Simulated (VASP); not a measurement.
Input of a VASP 6.6.1 run:

Contents of INCAR:

```
SYSTEM = CoSn
PREC = Accurate ; ENCUT = 600
EDIFF = 1E-6 ; ISMEAR = 0
SIGMA = 0.1 ; LREAL = .FALSE.
LASPH = .TRUE. ; NELM = 100
ALGO = Fast ; ISIF = 3
LWAVE = .FALSE. ; LCHARG = .FALSE.
GGA = PE ; IBRION = 2
NSW = 60 ; EDIFFG = -0.04
```

The input KPOINTS:

```
regular mesh
0
G
  6 6 4
  0 0 0
```

The input POSCAR:

```
CoSn
1.0
    5.2460400000      0.0000000000      0.0000000000
   -2.6230200000      4.5432040000      0.0000000000
    0.0000000000      0.0000000000      4.1875900000
Co Sn
3 3
Direct
    0.0000000000      0.5000000000      0.0000000000
    0.5000000000      0.5000000000      0.0000000000
    0.5000000000      0.0000000000      0.0000000000
    0.6666670000      0.3333330000      0.5000000000
    0.3333330000      0.6666670000      0.5000000000
    0.0000000000      0.0000000000      0.0000000000
```

Potentials or basis: VASP PAW PBE potentials, release 64 (Co, Sn_d).

The run is started by

```console
$ cat potpaw_PBE.64/Co/POTCAR potpaw_PBE.64/Sn_d/POTCAR > POTCAR
$ mpirun -np 1 vasp_std > vasp.out
```

Q: What does it give for the relaxed volume?

A: 17.13 Å³/atom.

Q: Predict the relaxed cell.

A: a = 5.300 Å, b = 5.300 Å, c = 4.225 Å, α = 90.00°, β = 90.00°, γ = 120.00°.

Q: Predict the space group after relaxing (to 0.05 Å).

A: P6/mmm (No. 191).

Q: Estimate the band gap on the k mesh.

A: None (metal or under the smearing width).

The path:
```tsv
step	energy change (eV)	largest force (eV/Å)	pressure (GPa)	volume (Å³)
1	0.0000	0.0000	4.01	99.81
2	0.0017	0.0000	-3.65	105.94
3	-0.0356	0.0000	-0.04	102.76
```

Caveat: the k mesh is coarse (spacing up to 0.38 Å⁻¹), so the values aren't converged. Spin polarisation is off, so any magnetic state and its effect on volume and gap are missing.
